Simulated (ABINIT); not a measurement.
# GaAs (F-43m): G0W0 in ABINIT against the bands in the screening

Aim: move the bands in the screening of a G0W0 run on GaAs (F-43m) over a wide range.

Calculated with ABINIT 10.8.3; PBE and many-body steps on it, plane waves.

## 1. Starting point

Symmetry: F-43m, No. 216, cubic system. Conventional cell: a = 5.654 Å, b = 5.654 Å, c = 5.654 Å, α = 90.00°, β = 90.00°, γ = 90.00°. Nearest to Ga lie 4 As at 2.45 Å. Nearest to As lie 4 Ga at 2.45 Å. Farther neighbours are not listed.

The cell and positions come from the Crystallography Open Database and are kept as given unless a step says otherwise.

## 2. Screening, 4×4×4 mesh, 22 bands, screening to 163.3 eV

This step: ABINIT 10.8.3; RPA screening on PBE, plane waves, norm-conserving pseudopotentials.

The RPA dielectric matrix is built and inverted for each q.

The input, run.abi:

```
acell 3*1.0 Angstrom
rprim 
  0.000000000000 2.826850000000 2.826850000000
  2.826850000000 0.000000000000 2.826850000000
  2.826850000000 2.826850000000 -0.000000000000
ntypat 2
znucl 31 33
natom 2
typat 1 2
xred 
  0.000000000000 0.000000000000 0.000000000000
  0.250000000000 0.250000000000 0.250000000000
pp_dirpath "pseudos"
pseudos "Ga.upf, As.upf"
ecut 38
ngkpt 4 4 4
nshiftk 1
shiftk 0 0 0
kptopt 1
chksymbreak 0
istwfk *1
occopt 1
irdwfk 1
optdriver 3
nband 22
ecuteps 6
inclvkb 2
awtr 1
symchi 1
indata_prefix "in"
outdata_prefix "out"
tmpdata_prefix "tmp"
```

Launch:

```
$ OMP_NUM_THREADS=1 mpirun -n 8 abinit run.abi > log
```

What it wrote:

```text
.Version 10.8.3 of ABINIT. v10.8.2 released Aug 2026.

 Symmetries : space group F-4 3 m (#216); Bravais cF (face-center cubic)
[... echo of the input left out ...]
== DATASET  1 ==================================================================
-   mpi_nproc: 8, omp_nthreads: 1 (-1 if OMP is not activated)

--- !DatasetInfo
iteration_state: {dtset: 1, }
dimensions: {natom: 2, nkpt: 8, mband: 22, nsppol: 1, nspinor: 1, nspden: 1, mpw: 3479, }
cutoff_energies: {ecut:  38.0, pawecutdg:  -1.0, }
electrons: {nelect:   2.80000000E+01, charge:   0.00000000E+00, occopt:   1.00000000E+00, tsmear:   1.00000000E-02, }

 SCREENING: Calculation of the susceptibility and dielectric matrices

 Based on a program developped by R.W. Godby, V. Olevano, G. Onida, and L. Reining.
 Incorporated in ABINIT by V. Olevano, G.-M. Rignanese, and M. Torrent.
.Using double precision arithmetic ; gwpc =  8

[... cell and pseudopotentials left out ...]
--------------------------------------------------------------------------------

 ==== K-mesh for the wavefunctions ====
 Number of points in the irreducible wedge :     8
[... list of points left out ...]
 Together with 24 symmetry operations and time-reversal symmetry
 yields    64 points in the full Brillouin Zone.

 ==== Q-mesh for the screening function ====
 Number of points in the irreducible wedge :     8
[... list of points left out ...]
 Together with 24 symmetry operations and time-reversal symmetry
 yields    64 points in the full Brillouin Zone.

 setmesh: FFT mesh size selected  =    30x   30x   30
          total number of points  =        27000

 vcoul_init : cutoff-mode = AUXILIARY_FUNCTION
 q-points for optical limit:   1
     1)      0.000010    0.000020    0.000030

- screening: taking advantage of time-reversal symmetry
- Maximum band index for partially occupied states nbvw = 14
- Remaining bands to be divided among processors   nbcw = 8
- Number of bands treated by each node ~1

 Number of electrons calculated from density =   28.0000; Expected =   28.0000
 average of density, n =  0.091838
 r_s =    1.3750
 omega_plasma =   29.2326 [eV]

 calculating chi0 at frequencies [eV] :
  1    0.000000E+00    0.000000E+00
  2    0.000000E+00    2.923258E+01

--------------------------------------------------------------------------------
  q-point number  1        q = ( 0.000000, 0.000000, 0.000000) [r.l.u.]
--------------------------------------------------------------------------------
[... chi0 elements left out ...]
 For q-point:  0.000010 0.000020 0.000030
  dielectric constant = 136.5515
  dielectric constant without local fields = 147.7254

  Average fulfillment of the sum rule on Im[epsilon] for q-point    1 :      9.65  [%]
[... wings left out ...]
  q-point number  2        q = ( 0.250000, 0.000000, 0.000000) [r.l.u.]
--------------------------------------------------------------------------------
[... chi0 elements left out ...]
  Average fulfillment of the sum rule on Im[epsilon] for q-point    2 :     26.61  [%]

 [... 6 further q-points ...]
```

Run time: 5.1 s. Hardware: 8 MPI ranks of Intel Xeon Platinum 8259CL at 2.50GHz (Skylake/Cascade Lake), shared host; peak memory 0.92 GiB.

This step gave:

```yaml
eps_infinity_with_local_fields_on_this_mesh_along_the_program_s_q_direction: 136.6
the_same_without_local_fields: 147.7
plasma_frequency: 29.23 eV
plane_waves_in_the_screening_matrix: 181
```

Local fields lower ε∞ by 8 %. The value itself is an artefact of the mesh, where one narrow direct gap carries too much weight.

## 3. 22 bands

This step: G0W0 on PBE, plane waves, norm-conserving pseudopotentials.

run.abi, as its differences from that of step 2:

```diff
@@ -23,8 +23,15 @@
 irdwfk 1
-optdriver 3
-nband 22
+optdriver 4
+nband 87
+gwcalctyp 0
+ecutsigx 38
+symsigma 1
+nkptgw 1
+kptgw 
+  0.0000000000 0.0000000000 0.0000000000
+bdgw 
+  12 18
 ecuteps 6
-inclvkb 2
-awtr 1
-symchi 1
+irdscr 1
+ppmodel 1
 indata_prefix "in"
```

What it wrote:

```text
.Version 10.8.3 of ABINIT. v10.8.2 released Aug 2026.

 Symmetries : space group F-4 3 m (#216); Bravais cF (face-center cubic)
[... echo of the input left out ...]
== DATASET  1 ==================================================================
-   mpi_nproc: 8, omp_nthreads: 1 (-1 if OMP is not activated)

--- !DatasetInfo
iteration_state: {dtset: 1, }
dimensions: {natom: 2, nkpt: 8, mband: 87, nsppol: 1, nspinor: 1, nspden: 1, mpw: 3479, }
cutoff_energies: {ecut:  38.0, pawecutdg:  -1.0, }
electrons: {nelect:   2.80000000E+01, charge:   0.00000000E+00, occopt:   1.00000000E+00, tsmear:   1.00000000E-02, }

 SIGMA: Calculation of the GW corrections

 Based on a program developped by R.W. Godby, V. Olevano, G. Onida, and L. Reining.
 Incorporated in ABINIT by V. Olevano, G.-M. Rignanese, and M. Torrent.
.Using double precision arithmetic ; gwpc =  8

[... cell and pseudopotentials left out ...]
--------------------------------------------------------------------------------

 ==== K-mesh for the wavefunctions ====
 Number of points in the irreducible wedge :     8
[... list of points left out ...]
 Together with 24 symmetry operations and time-reversal symmetry
 yields    64 points in the full Brillouin Zone.

 ==== Q-mesh for screening function ====
 Number of points in the irreducible wedge :     8
[... list of points left out ...]
 Together with 24 symmetry operations and time-reversal symmetry
 yields    64 points in the full Brillouin Zone.

 vcoul_init : cutoff-mode = AUXILIARY_FUNCTION
 q-points for optical limit:   1
     1)      0.000010    0.000020    0.000030
 setmesh: FFT mesh size selected  =    45x   45x   45
          total number of points  =        91125

 Number of electrons calculated from density =   28.0000; Expected =   28.0000
 average of density, n =  0.091838
 r_s =    1.3750
 omega_plasma =   29.2326 [eV]

 === KS Band Gaps ===
  >>>> For spin  1
   Minimum direct gap =   0.5137 [eV], located at k-point      :   0.0000  0.0000  0.0000
   Fundamental gap    =   0.5137 [eV], Top of valence bands at :   0.0000  0.0000  0.0000
                                       Bottom of conduction at :   0.0000  0.0000  0.0000
 SIGMA fundamental parameters:
 PLASMON POLE MODEL  1
 number of plane-waves for SigmaX                 3479
 number of plane-waves for SigmaC and W            181
 number of plane-waves for wavefunctions          3479
 number of bands                                    87
 number of independent spin polarizations            1
 number of spinorial components                      1
 number of k-points in IBZ                           8
 number of q-points in IBZ                           8
 number of symmetry operations                      24
 number of k-points in BZ                           64
 number of q-points in BZ                           64
 number of frequencies for dSigma/dE                 9
 frequency step for dSigma/dE [eV]                0.25
 number of omega for Sigma on real axis              0
 max omega for Sigma on real axis  [eV]           0.00
 zcut for avoiding poles [eV]                     0.10

 EPSILON^-1 parameters (SCR file):
 dimension of the eps^-1 matrix on file            181
 dimension of the eps^-1 matrix used               181
 number of plane-waves for wavefunctions          3479
 number of bands                                    22
 number of q-points in IBZ                           8
 number of frequencies                               2
 number of real frequencies                          1
 number of imag frequencies                          1

 matrix elements of self-energy operator (all in [eV])

 Perturbative Calculation

--- !SelfEnergy_ee
iteration_state: {dtset: 1, }
kpoint     : [   0.000,    0.000,    0.000, ]
spin       : 1
KS_gap     :    0.514
QP_gap     :    1.308
Delta_QP_KS:    0.794
data: !SigmaeeData |
     Band     E0 <VxcDFT>   SigX SigC(E0)      Z dSigC/dE  Sig(E)    E-E0       E
       12   4.024 -13.358 -15.769   1.903   0.792  -0.263 -13.760  -0.402   3.622
       13   4.024 -13.358 -15.769   1.903   0.792  -0.263 -13.760  -0.402   3.622
       14   4.024 -13.358 -15.769   1.903   0.792  -0.263 -13.760  -0.402   3.622
       15   4.538 -13.901 -10.298  -3.108   0.793  -0.261 -13.509   0.392   4.930
       16   7.763 -10.841  -6.854  -3.540   0.792  -0.263 -10.487   0.354   8.116
       17   7.763 -10.841  -6.854  -3.540   0.792  -0.263 -10.487   0.354   8.116
       18   7.763 -10.841  -6.854  -3.540   0.792  -0.263 -10.487   0.354   8.116

== END DATASET(S) ==============================================================
================================================================================

 -outvars: echo values of variables after computation  --------
           etotal      0.0000000000E+00
            nband          87
             nkpt           8
          spgroup         216
 [... the other variables as echoed above ...]

 Calculation completed.
```

The job ended after 5.5 s (8 MPI ranks; peak memory 0.58 GiB).

Numbers from this step:

```yaml
g0w0_gap_on_the_points_computed: 1.308 eV
starting_gap_on_the_mesh: 0.5137 eV
k_of_the_valence_top: 0, 0, 0
k_of_the_conduction_bottom: 0, 0, 0
z_at_the_valence_top: 0.792
z_at_the_conduction_bottom: 0.793
least_direct_g0w0_gap_on_the_computed_points: 1.308 eV
```

## 4. Screening, 4×4×4 mesh, 30 bands, screening to 163.3 eV

This step: RPA screening on PBE, plane waves, norm-conserving pseudopotentials.

run.abi, as its differences from that of step 3:

```diff
@@ -23,15 +23,8 @@
 irdwfk 1
-optdriver 4
-nband 87
-gwcalctyp 0
-ecutsigx 38
-symsigma 1
-nkptgw 1
-kptgw 
-  0.0000000000 0.0000000000 0.0000000000
-bdgw 
-  12 18
+optdriver 3
+nband 30
 ecuteps 6
-irdscr 1
-ppmodel 1
+inclvkb 2
+awtr 1
+symchi 1
 indata_prefix "in"
```

What it wrote:

```text
.Version 10.8.3 of ABINIT. v10.8.2 released Aug 2026.

 Symmetries : space group F-4 3 m (#216); Bravais cF (face-center cubic)
[... echo of the input left out ...]
== DATASET  1 ==================================================================
-   mpi_nproc: 8, omp_nthreads: 1 (-1 if OMP is not activated)

--- !DatasetInfo
iteration_state: {dtset: 1, }
dimensions: {natom: 2, nkpt: 8, mband: 30, nsppol: 1, nspinor: 1, nspden: 1, mpw: 3479, }
cutoff_energies: {ecut:  38.0, pawecutdg:  -1.0, }
electrons: {nelect:   2.80000000E+01, charge:   0.00000000E+00, occopt:   1.00000000E+00, tsmear:   1.00000000E-02, }

 SCREENING: Calculation of the susceptibility and dielectric matrices

 Based on a program developped by R.W. Godby, V. Olevano, G. Onida, and L. Reining.
 Incorporated in ABINIT by V. Olevano, G.-M. Rignanese, and M. Torrent.
.Using double precision arithmetic ; gwpc =  8

[... cell and pseudopotentials left out ...]
--------------------------------------------------------------------------------

 ==== K-mesh for the wavefunctions ====
 Number of points in the irreducible wedge :     8
[... list of points left out ...]
 Together with 24 symmetry operations and time-reversal symmetry
 yields    64 points in the full Brillouin Zone.

 ==== Q-mesh for the screening function ====
 Number of points in the irreducible wedge :     8
[... list of points left out ...]
 Together with 24 symmetry operations and time-reversal symmetry
 yields    64 points in the full Brillouin Zone.

 setmesh: FFT mesh size selected  =    30x   30x   30
          total number of points  =        27000

 vcoul_init : cutoff-mode = AUXILIARY_FUNCTION
 q-points for optical limit:   1
     1)      0.000010    0.000020    0.000030

- screening: taking advantage of time-reversal symmetry
- Maximum band index for partially occupied states nbvw = 14
- Remaining bands to be divided among processors   nbcw = 16
- Number of bands treated by each node ~2

 Number of electrons calculated from density =   28.0000; Expected =   28.0000
 average of density, n =  0.091838
 r_s =    1.3750
 omega_plasma =   29.2326 [eV]

 calculating chi0 at frequencies [eV] :
  1    0.000000E+00    0.000000E+00
  2    0.000000E+00    2.923258E+01

--------------------------------------------------------------------------------
  q-point number  1        q = ( 0.000000, 0.000000, 0.000000) [r.l.u.]
--------------------------------------------------------------------------------
[... chi0 elements left out ...]
 For q-point:  0.000010 0.000020 0.000030
  dielectric constant = 137.3033
  dielectric constant without local fields = 147.7691

  Average fulfillment of the sum rule on Im[epsilon] for q-point    1 :     18.69  [%]
[... wings left out ...]
  q-point number  2        q = ( 0.250000, 0.000000, 0.000000) [r.l.u.]
--------------------------------------------------------------------------------
[... chi0 elements left out ...]
  Average fulfillment of the sum rule on Im[epsilon] for q-point    2 :     32.31  [%]

 [... 6 further q-points ...]
```

Run time: 6.8 s. Hardware: 8 MPI ranks; peak memory 1.2 GiB; 53 s of CPU time.

This step gave:

```yaml
eps_infinity_with_local_fields_on_this_mesh_along_the_program_s_q_direction: 137.3
the_same_without_local_fields: 147.8
plasma_frequency: 29.23 eV
plane_waves_in_the_screening_matrix: 181
```

## 5. 30 bands

The self-energy is evaluated for the states that the input lists, and the levels follow from it, in one-shot runs by the linearised quasiparticle equation.

This step: G0W0 on PBE, plane waves, norm-conserving pseudopotentials.

run.abi, as its differences from that of step 4:

```diff
@@ -23,8 +23,15 @@
 irdwfk 1
-optdriver 3
-nband 30
+optdriver 4
+nband 87
+gwcalctyp 0
+ecutsigx 38
+symsigma 1
+nkptgw 1
+kptgw 
+  0.0000000000 0.0000000000 0.0000000000
+bdgw 
+  12 18
 ecuteps 6
-inclvkb 2
-awtr 1
-symchi 1
+irdscr 1
+ppmodel 1
 indata_prefix "in"
```

What it wrote:

```text
.Version 10.8.3 of ABINIT. v10.8.2 released Aug 2026.

 Symmetries : space group F-4 3 m (#216); Bravais cF (face-center cubic)
[... echo of the input left out ...]
== DATASET  1 ==================================================================
-   mpi_nproc: 8, omp_nthreads: 1 (-1 if OMP is not activated)

--- !DatasetInfo
iteration_state: {dtset: 1, }
dimensions: {natom: 2, nkpt: 8, mband: 87, nsppol: 1, nspinor: 1, nspden: 1, mpw: 3479, }
cutoff_energies: {ecut:  38.0, pawecutdg:  -1.0, }
electrons: {nelect:   2.80000000E+01, charge:   0.00000000E+00, occopt:   1.00000000E+00, tsmear:   1.00000000E-02, }

 SIGMA: Calculation of the GW corrections

 Based on a program developped by R.W. Godby, V. Olevano, G. Onida, and L. Reining.
 Incorporated in ABINIT by V. Olevano, G.-M. Rignanese, and M. Torrent.
.Using double precision arithmetic ; gwpc =  8

[... cell and pseudopotentials left out ...]
--------------------------------------------------------------------------------

 ==== K-mesh for the wavefunctions ====
 Number of points in the irreducible wedge :     8
[... list of points left out ...]
 Together with 24 symmetry operations and time-reversal symmetry
 yields    64 points in the full Brillouin Zone.

 ==== Q-mesh for screening function ====
 Number of points in the irreducible wedge :     8
[... list of points left out ...]
 Together with 24 symmetry operations and time-reversal symmetry
 yields    64 points in the full Brillouin Zone.

 vcoul_init : cutoff-mode = AUXILIARY_FUNCTION
 q-points for optical limit:   1
     1)      0.000010    0.000020    0.000030
 setmesh: FFT mesh size selected  =    45x   45x   45
          total number of points  =        91125

 Number of electrons calculated from density =   28.0000; Expected =   28.0000
[...]
number of q-points in BZ                           64
 number of frequencies for dSigma/dE                 9
 frequency step for dSigma/dE [eV]                0.25
 number of omega for Sigma on real axis              0
 max omega for Sigma on real axis  [eV]           0.00
 zcut for avoiding poles [eV]                     0.10

 EPSILON^-1 parameters (SCR file):
 dimension of the eps^-1 matrix on file            181
 dimension of the eps^-1 matrix used               181
 number of plane-waves for wavefunctions          3479
 number of bands                                    30
 number of q-points in IBZ                           8
 number of frequencies                               2
 number of real frequencies                          1
 number of imag frequencies                          1

 matrix elements of self-energy operator (all in [eV])

 Perturbative Calculation

--- !SelfEnergy_ee
iteration_state: {dtset: 1, }
kpoint     : [   0.000,    0.000,    0.000, ]
spin       : 1
KS_gap     :    0.514
QP_gap     :    1.231
Delta_QP_KS:    0.718
data: !SigmaeeData |
     Band     E0 <VxcDFT>   SigX SigC(E0)      Z dSigC/dE  Sig(E)    E-E0       E
       12   4.024 -13.358 -15.769   1.761   0.793  -0.261 -13.873  -0.515   3.509
       13   4.024 -13.358 -15.769   1.761   0.793  -0.261 -13.873  -0.515   3.509
       14   4.024 -13.358 -15.769   1.761   0.793  -0.261 -13.873  -0.515   3.509
       15   4.538 -13.901 -10.298  -3.347   0.794  -0.259 -13.698   0.203   4.740
       16   7.763 -10.841  -6.854  -3.770   0.795  -0.258 -10.669   0.172   7.935
       17   7.763 -10.841  -6.854  -3.770   0.795  -0.258 -10.669   0.172   7.935
       18   7.763 -10.841  -6.854  -3.770   0.795  -0.258 -10.669   0.172   7.935

== END DATASET(S) ==============================================================
================================================================================

 -outvars: echo values of variables after computation  --------
           etotal      0.0000000000E+00
            nband          87
             nkpt           8
          spgroup         216
 [... the other variables as echoed above ...]

 Calculation completed.
```

Elapsed: 5.1 s, on 8 MPI ranks; peak memory 0.77 GiB; 39 s of CPU time.

This step gave:

```yaml
g0w0_gap_on_the_points_computed: 1.231 eV
starting_gap_on_the_mesh: 0.5137 eV
k_of_the_valence_top: 0, 0, 0
k_of_the_conduction_bottom: 0, 0, 0
z_at_the_valence_top: 0.793
z_at_the_conduction_bottom: 0.794
least_direct_g0w0_gap_on_the_computed_points: 1.231 eV
```

The gap on the mesh goes from 0.51 eV to 1.23 eV, a correction of +0.72 eV.

## 6. Screening, 4×4×4 mesh, 87 bands, screening to 163.3 eV

This step: RPA screening on PBE, plane waves, norm-conserving pseudopotentials.

run.abi, as its differences from that of step 5:

```diff
@@ -23,15 +23,8 @@
 irdwfk 1
-optdriver 4
+optdriver 3
 nband 87
-gwcalctyp 0
-ecutsigx 38
-symsigma 1
-nkptgw 1
-kptgw 
-  0.0000000000 0.0000000000 0.0000000000
-bdgw 
-  12 18
 ecuteps 6
-irdscr 1
-ppmodel 1
+inclvkb 2
+awtr 1
+symchi 1
 indata_prefix "in"
```

What it wrote:

```text
.Version 10.8.3 of ABINIT. v10.8.2 released Aug 2026.

 Symmetries : space group F-4 3 m (#216); Bravais cF (face-center cubic)
[... echo of the input left out ...]
== DATASET  1 ==================================================================
-   mpi_nproc: 8, omp_nthreads: 1 (-1 if OMP is not activated)

--- !DatasetInfo
iteration_state: {dtset: 1, }
dimensions: {natom: 2, nkpt: 8, mband: 87, nsppol: 1, nspinor: 1, nspden: 1, mpw: 3479, }
cutoff_energies: {ecut:  38.0, pawecutdg:  -1.0, }
[...]
--------------------------------------------------------------------------------
[... chi0 elements left out ...]
 For q-point:  0.000010 0.000020 0.000030
  dielectric constant = 138.8800
  dielectric constant without local fields = 147.8299

  Average fulfillment of the sum rule on Im[epsilon] for q-point    1 :     49.39  [%]
[... wings left out ...]
  q-point number  2        q = ( 0.250000, 0.000000, 0.000000) [r.l.u.]
--------------------------------------------------------------------------------
[... chi0 elements left out ...]
  Average fulfillment of the sum rule on Im[epsilon] for q-point    2 :     61.96  [%]

 [... 6 further q-points ...]
```

It took 23 s on 8 MPI ranks; peak memory 1.4 GiB; 3 min of CPU time.

Numbers from this step:

| Item | Value |
| --- | --- |
| ε∞ with local fields, on this mesh, along the program's q direction | 138.9 |
| the same without local fields | 147.8 |
| plasma frequency | 29.23 eV |
| plane waves in the screening matrix | 181 |

(Continued in part 2 of 2.)

[Paths, hosts, dates, memory and timing lines, banners, echoed tables and standing remarks are left out of the program output.]

[Logs are printed without paths, hosts, clocks, repeated set-up lines and the standing remarks that a program may print on its own settings, such as how far it seeks lower states.]

[Runs of the session that timed out or met a known fault of the program may be left out.]

[Hosts, paths, dates, database ids (printed as entryN), source tags and the programs' standing remarks are cut or masked in the printed files.]

[G0W0 gaps are taken among the corrected bands and points alone; a level outside them can change the order at an edge.]

[Where Ansatz stands beside ABINIT at settings called matched, ABINIT's density can come from a denser mesh and the files from another edition; pairs whose starting gaps differed by over 0.03 eV were left out, so agreement reads better than it is.]
